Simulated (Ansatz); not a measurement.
# AlRu (Pm-3m) in Ansatz: further runs, part 2 of 2

Ansatz 0.2.0. The steps go on from the part before.

## Step 3: Relaxation of cell and atoms, PBEsol

The input, input.yaml:

```yaml
crystal:
  lattice:
    - [2.9916, 0.0, 0.0]
    - [0.0, 2.9916, 0.0]
    - [0.0, 0.0, 2.9916]
  atoms:
    - { symbol: Ru, position: [0.5, 0.5, 0.5] }
    - { symbol: Al, position: [0.0, 0.0, 0.0] }
hamiltonian:
  xc: pbesol
  pseudopotentials: { kind: paw }
kpoints:
  mp_grid: { grid: [9, 9, 9] }
scf:
  occupations: { method: fermi_dirac, width: 0.05 }
output:
  forces: true
  stress: true
  eigenvalues: true
relax:
  f_tol: 0.01
  max_steps: 40
  cell: { stress_tol: 0.05 }
```

Potentials or basis: Ansatz PAW.

Command:

```sh
ansatz run input.yaml --threads 2 --pin off --max-ram 5632MiB --backend cpu --events-out ev --progress --plain --runs-dir out
```

What it wrote:

```text
Warning: RAYON_NUM_THREADS=2 ignored (pool sized by the plan → 2); use --threads N
Engine: ansatz 0.2.0, x86_64-unknown-linux-gnu
Pseudopotentials: kind: paw
Pseudopotential: Ru, paw, valence charge 16, recommended cutoff 420 eV (normal), Ru.paw.azcp
Pseudopotential: Al, paw, valence charge 3, recommended cutoff 420 eV (normal), Al.paw.azcp
Functional definition: PBEsol
  exchange = pbesol_x
  correlation = pbesol_c
Crystal: 2 atoms, lattice volume = 26.774 Å³
Basis set: ecut = 420 eV, 485 PW (Γ), exchange–correlation on 40×40×40 points (8 copies of the dense FFT grid, shifted against one another)
Bands: 14, of which v1, the nominal top of the filled ones, is band 10 counted from 1 (9 counted from 0)
Symmetry: 48 space group operations
Space group: Pm-3m (ITA 221), of the structure as read, at distance tolerance 3.0e-5 Å
k-points: 35 of 729
Non-local potential: Ru, projectors of the file, l = 0: 3, l = 1: 2, l = 2: 2, l = 3: 1
Non-local potential: Al, projectors of the file, l = 0: 2, l = 1: 2, l = 2: 1
PAW form: soft (Blöchl's): semilocal exchange-correlation on the pseudo side does not see the compensation charge
PAW frozen core: Ru, regenerated for the run's functional, and the local potential with it (the file was generated under x = pbe(κ = 0.804, μ = 0.2195149727645171), c = pbe(β = 0.06672455060314922))
PAW frozen core: Al, regenerated for the run's functional, and the local potential with it (the file was generated under x = pbe(κ = 0.804, μ = 0.2195149727645171), c = pbe(β = 0.06672455060314922))
PAW one-centre angular grid: Ru, 590 points (default); XC on 64 Gauss nodes
PAW one-centre angular grid: Al, 110 points (default); XC on 64 Gauss nodes
Initial density: superposition of atomic densities (neutral atoms: chi_scale 0, normalization atom), corrected by the library's trained network
Initial wavefunctions: pseudopotential atomic-orbital guess
Functional: x = pbesol(κ = 0.804, μ = 0.12345679012345678), c = pbesol(β = 0.046)
SCF iter   1: F=—  HF=-6342.316328 eV  |F-HF|=—  |Δ(HF+E_count)|=         —  Δρ=1.22e-2  dr2=3.84e-2  ethr=1.77e-3  ⟨swp⟩=5.2  Hψ=2679  notcnv=0
preconditioner: auto → none  [metal: Δε(μ)=0.042 eV  Ē_g=8.888 eV  σ=0.050 eV  W_gap=0.21  n_scr=6 (ndim 8)  ℏωp=23.8 eV  f_vac=0.000  D(μ)=1.68/eV (n_scr^D=18)  sad-step TF]
SCF iter   2: F=—  HF=-6342.310867 eV  |F-HF|=—  |Δ(HF+E_count)|=   5.46e-3  Δρ=6.85e-3  dr2=1.37e-2  ethr=2.02e-4  ⟨swp⟩=1.5  Hψ=803  notcnv=0  defer=2
SCF iter   3: F=—  HF=-6342.307909 eV  |F-HF|=—  |Δ(HF+E_count)|=   2.96e-3  Δρ=6.65e-4  dr2=1.01e-4  ethr=7.20e-5  ⟨swp⟩=2.3  Hψ=718  notcnv=0  defer=2
[... 49 lines left out ...]
relax step   4: F+E_penalty+E_count = -6342.31218042 eV  Δ(F+E_penalty+E_count) = +1.218e-4 eV  max|allowed force component| = 4.684e-30 eV/Å  Δτ_max = 0.0000 Å  P = -0.026 GPa  Ω = 26.361 Å³  stress off target by 2.65e-2 GPa  SCF on the basis re-selected at this cell (its energy is not comparable with the rows above)  (8 SCF iters)
basis re-selected at this cell: Δ(F+E_penalty+E_count) = +1.218e-4 eV, ΔP = -0.003 GPa vs the last step (what re-selecting the basis moved, of the pressure what is left beyond the Pulay correction that the steps carried, after the strain that the cell walked since its last selection, with what the two solves' SCF thresholds leave and, on support functions, any second-order correction that the steps lacked; it is no measure of the basis error at this ecutwfc). This SCF's stress stands 2.65e-2 GPa from its target on what of the cell is left free (relax.cell.stress_tol is 5.00e-2 GPa) and its largest allowed force component is 4.68e-30 eV/Å (relax.f_tol is 1.00e-2 eV/Å): within both
SCF converged after 8 iterations
Free energy (F): -6342.312180 eV
Harris-Foulkes:  -6342.312180 eV  (|F-HF|=0.00e0)
Internal energy: -6342.297537 eV  (E = F + TS)
E sigma→0 (E₀):  -6342.304859 eV
Entropy (-TS):   -0.014644 eV (-7.322 meV/atom)
Fermi energy:    16.212980 eV
--- Per-component energies (eV) ---
  E_band       = -116.925385
  E_kinetic    = 543.662420
  E_local      = -1783.572917  (includes V_loc(G=0)·N_el)
  E_nonlocal   = 356.544422
  E_hartree    = 632.346085
  E_xc         = -231.007976
  E_vxc        = -270.609943  (∫ρ·V_xc dr)
  E_paw        = -3855.365361  (= ΣΔE_a)
  E_vpaw       = -227.641347  (= ΣTr[D̂ρ^β])
  E_aug_tail   = -0.000192  (compensation charges beyond the density's cutoff)
  E_ewald      = -2005.176454
  E_core_change = 0.272435  (= ΣΔE_core)
  E_smearing   = -0.014644  (= −TS)
  E_closure    = -0.000000  (closes the sum)
  Σ components = -6342.312180   (vs F -6342.312180, Δ=0.00e0)
--- Forces (eV/Å), atoms counted from 1 ---
  atom   1  Ru     0.00000000    -0.00000000    -0.00000000
  atom   2  Al     0.00000000     0.00000000     0.00000000
  max |Σ_I F_I| component: 9.56e-30 eV/Å
--- Stress (GPa, compression-positive) ---
       -0.026470      -0.000000      -0.000000
       -0.000000      -0.026470      -0.000000
       -0.000000      -0.000000      -0.026470
  P = ⅓ Tr σ = -0.0265 GPa (-0.265 kbar)
--- Band table (eV; the first three rows and the last of 35) ---
  k-point 0: bands = ["-55.4649", "-25.4325", "-25.4325", "-25.4325", "6.5322", "12.6113", "12.6113", "16.4653", "16.4653", "16.4653", "22.4337", "22.4337", "22.4337", "27.3383"]
  k-point 1: bands = ["-55.4629", "-25.4590", "-25.4303", "-25.4303", "6.7711", "12.6919", "12.6950", "16.1770", "16.1770", "16.4948", "21.4051", "22.9009", "22.9009", "26.8074"]
  k-point 2: bands = ["-55.4579", "-25.5255", "-25.4247", "-25.4247", "7.4609", "12.7647", "12.9189", "15.5681", "15.5681", "16.5708", "19.7770", "24.0480", "24.0480", "25.6390"]
  k-point 34: bands = ["-55.4165", "-25.5986", "-25.5981", "-25.5981", "11.4560", "11.6811", "11.6811", "17.4906", "17.4906", "19.2763", "19.4763", "20.7935", "20.7935", "25.1786"]
--- Relaxed structure (3 steps of the walk, 3 accepted, 1 SCFs on fresh bases) ---
  F+E_penalty+E_count = -6342.31218042 eV   max|allowed force component| = 4.684e-30 eV/Å   (the final SCF, on the basis selected at the relaxed cell)
  cell:  # Å, volume = 26.3613 Å³
    - [2.9761544410378264, -4.814824860968089e-34, 6.419766481290786e-35]
    - [-6.419766481290786e-34, 2.9761544410378264, -3.209883240645393e-35]
    - [0.0, -3.209883240645393e-35, 2.9761544410378264]
  atoms:
    - { symbol: Ru, position: [0.5, 0.5, 0.5] }
    - { symbol: Al, position: [-5.364826916455354e-35, 6.437792299730184e-35, -7.318922484648773e-48] }
```

Wall time 5.7 s (2 threads of Intel Xeon at 2.50GHz (Skylake/Cascade Lake), shared host); peak memory 0.32 GiB.

Results:

```
Free energy                            : -6342.3122 eV
Relaxed volume                         : 13.18 Å³/atom
Relaxed cell                           : a = 2.976 Å, b = 2.976 Å, c = 2.976 Å, α = 90.00°, β = 90.00°, γ = 90.00°
Space group after relaxing (to 0.05 Å) : Pm-3m (No. 221)
Energy gained by relaxing              : 2.2 meV/atom
Ionic steps                            : 4
Pressure after relaxing                : 0.0 GPa
Band gap on the k mesh                 : none (metal or under the smearing width)
```

Step by step:
| step | energy change (eV) | largest force (eV/Å) | volume (Å³) |
| --- | --- | --- | --- |
| 1 | 0.0000 | 0.0000 | 26.77 |
| 2 | -0.0042 | 0.0000 | 26.25 |
| 3 | -0.0045 | 0.0000 | 26.36 |
| 4 | -0.0044 | 0.0000 | 26.36 |

Final structure:
```
Ru Al
1.0
     2.97615    0.00000    0.00000
     0.00000    2.97615    0.00000
     0.00000    0.00000    2.97615
Ru Al
1 1
Direct
  0.50000 0.50000 0.50000
  0.00000 0.00000 0.00000
```

Levels at points of the mesh, in eV from the Fermi level:
```
           k point  band 6  band 7  band 8  band 9  band 10  band 11  band 12  band 13  band 14
(0.00, 0.00, 0.00)   -3.60   -3.60    0.25    0.25     0.25     6.22     6.22     6.22    11.13
```

Caveat: the plane-wave basis is chosen anew once the cell has moved, so the energies of steps on either side of that aren't comparable; the PAW data sets come from PBE, with cores solved anew for the run's functional, which leaves a small shift of forces and pressure.

## Step 4: Relaxation of cell and atoms, revPBE+D3(BJ)

input.yaml: that of step 3 with these lines changed.

```diff
@@ -9,4 +9,5 @@
 hamiltonian:
-  xc: pbesol
+  xc: revpbe
   pseudopotentials: { kind: paw }
+  dispersion: d3bj
 kpoints:
```

Command:

```sh
ansatz run input.yaml --threads 2 --pin off --max-ram 5632MiB --backend cpu --events-out ev --progress --plain --runs-dir out
```

Wall time 5.8 s (2 threads of Intel Xeon at 2.50GHz (Skylake/Cascade Lake), shared host); peak memory 0.32 GiB.

The run converged. Its results:

- Free energy: -6426.7360 eV
- Relaxed volume: 12.94 Å³/atom
- Relaxed cell: a = 2.958 Å, b = 2.958 Å, c = 2.958 Å, α = 90.00°, β = 90.00°, γ = 90.00°
- Space group after relaxing (to 0.05 Å): Pm-3m (No. 221)
- Energy gained by relaxing: 10.2 meV/atom
- Ionic steps: 5
- Pressure after relaxing: 0.0 GPa
- Band gap on the k mesh: none (metal or under the smearing width)

The path:
```
step  energy change (eV)  largest force (eV/Å)  volume (Å³)
   1              0.0000                0.0000        26.77
   2             -0.0197                0.0000        25.66
   3             -0.0209                0.0000        25.89
   4             -0.0209                0.0000        25.88
   5             -0.0205                0.0000        25.88
```

Final structure:
```
Ru Al
1.0
     2.95798    0.00000    0.00000
     0.00000    2.95798    0.00000
     0.00000    0.00000    2.95798
Ru Al
1 1
Direct
  0.50000 0.50000 0.50000
  0.00000 0.00000 0.00000
```

Levels at points of the mesh, in eV from the Fermi level:
```tsv
k point	band 6	band 7	band 8	band 9	band 10	band 11	band 12	band 13	band 14
(0.00, 0.00, 0.00)	-3.68	-3.68	0.25	0.25	0.25	6.36	6.36	6.36	11.21
```

Caveat: the plane-wave basis is chosen anew once the cell has moved, so the energies of steps on either side of that aren't comparable; pairwise dispersion overbinds metals, which lowers pressure and volume; the PAW data sets come from PBE, with cores solved anew for the run's functional, which leaves a small shift of forces and pressure.

## Step 5: Relaxation of cell and atoms, revPBE+D4

input.yaml: that of step 4 with these lines changed.

```diff
@@ -11,3 +11,3 @@
   pseudopotentials: { kind: paw }
-  dispersion: d3bj
+  dispersion: d4
 kpoints:
@@ -20,2 +20,6 @@
   eigenvalues: true
+  write_density: true
+  write_potential: true
+  elf: true
+  volumetric_format: npy
 relax:
```

Command:

```sh
ansatz run input.yaml --threads 2 --pin off --max-ram 5632MiB --backend cpu --events-out ev --progress --plain --runs-dir out
```

Wall time 6.4 s (2 threads of Intel Xeon at 2.50GHz (Skylake/Cascade Lake), shared host); peak memory 0.33 GiB.

The run converged. Its results:

- Free energy: -6426.3208 eV
- Relaxed volume: 13.13 Å³/atom
- Relaxed cell: a = 2.973 Å, b = 2.973 Å, c = 2.973 Å, α = 90.00°, β = 90.00°, γ = 90.00°
- Space group after relaxing (to 0.05 Å): Pm-3m (No. 221)
- Energy gained by relaxing: 3.3 meV/atom
- Ionic steps: 4
- Pressure after relaxing: 0.0 GPa
- Band gap on the k mesh: none (metal or under the smearing width)

The path:
| step | energy change (eV) | largest force (eV/Å) | volume (Å³) |
| --- | --- | --- | --- |
| 1 | 0.0000 | 0.0000 | 26.77 |
| 2 | -0.0064 | 0.0000 | 26.14 |
| 3 | -0.0068 | 0.0000 | 26.27 |
| 4 | -0.0065 | 0.0000 | 26.27 |

Final structure:
```
Ru Al
1.0
     2.97264    0.00000    0.00000
     0.00000    2.97264    0.00000
     0.00000    0.00000    2.97264
Ru Al
1 1
Direct
  0.50000 0.50000 0.50000
  0.00000 0.00000 0.00000
```

Levels at points of the mesh, in eV from the Fermi level:
| k point | band 6 | band 7 | band 8 | band 9 | band 10 | band 11 | band 12 | band 13 | band 14 |
| --- | --- | --- | --- | --- | --- | --- | --- | --- | --- |
| (0.00, 0.00, 0.00) | -3.59 | -3.59 | 0.25 | 0.25 | 0.25 | 6.29 | 6.29 | 6.29 | 11.12 |

Caveat: the plane-wave basis is chosen anew once the cell has moved, so the energies of steps on either side of that aren't comparable; pairwise dispersion overbinds metals, which lowers pressure and volume; the PAW data sets come from PBE, with cores solved anew for the run's functional, which leaves a small shift of forces and pressure.

## Step 6: Summary

```tsv
level	gap on the mesh (eV)	pressure (GPa)	relaxed volume (Å³/atom)
LDA	none	0.0	12.88
PBEsol	none	0.0	13.18
revPBE+D3(BJ)	none	0.0	12.94
revPBE+D4	none	0.0	13.13
```

Alike in all rows: task relaxation of cell and atoms; potentials or basis Ansatz PAW; no spin polarisation; cell relaxed; k mesh 9 × 9 × 9; cutoff (eV) 420; smearing fermi-dirac 0.05 eV.

Caveats: the plane-wave basis is chosen anew once the cell has moved, so the energies of steps on either side of that aren't comparable; the PAW data sets come from PBE, with cores solved anew for the run's functional, which leaves a small shift of forces and pressure; pairwise dispersion overbinds metals, which lowers pressure and volume (some runs).

Total energies depend on the potentials used, so only differences within one code and one set of settings carry meaning.
